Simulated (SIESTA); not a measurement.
The system is Ge.

```
Ge
1.0
     0.00000    2.82891    2.82891
     2.82891    0.00000    2.82891
     2.82891    2.82891    0.00000
Ge
2
Direct
  0.75000 0.75000 0.75000
  0.50000 0.50000 0.50000
```

```yaml
Program: SIESTA 5.4.2
Task: relaxation of cell and atoms
Functional: PBE
Potentials_or_basis: PseudoDojo 0.5 standard (PBE files)
Basis: DZP (energy shift 0.003 Ry; two zetas on semicore shells)
Grid_cutoff: 800 Ry
Energy_shift: 0.003 Ry
k_mesh: 6 × 6 × 6
Occupations: fermi-dirac, width 0.05 eV
Spin: no spin polarisation
```

At the start: pressure 5.1 GPa; volume 22.64 Å³/atom.

Q: How do energy, volume and symmetry change on relaxing?

A: Over 4 steps the energy falls by 24.6 meV/atom and the volume is 24.33 Å³/atom (+7.4 %); space group Fd-3m (No. 227, to 0.05 Å).

The path:
| step | energy change (eV) | largest force (eV/Å) | pressure (GPa) | volume (Å³) |
| --- | --- | --- | --- | --- |
| 1 | 0.0000 | 0.0001 | 5.06 | 45.28 |
| 2 | -0.0192 | 0.0003 | 3.83 | 45.98 |
| 3 | -0.0488 | 0.0004 | 0.36 | 48.38 |
| 4 | -0.0491 | 0.0004 | 0.02 | 48.65 |

Final structure:
```yaml
crystal:
  lattice:
    - [0.00022, 2.89758, 2.89758]
    - [2.89758, 0.00022, 2.89758]
    - [2.89758, 2.89758, 0.00022]
  atoms:
    - { symbol: Ge, position: [0.75000, 0.75000, 0.75000] }
    - { symbol: Ge, position: [0.50000, 0.50000, 0.50000] }
```

Caveat: the basis of atomic orbitals isn't converged, which shifts pressures, moduli and gaps.
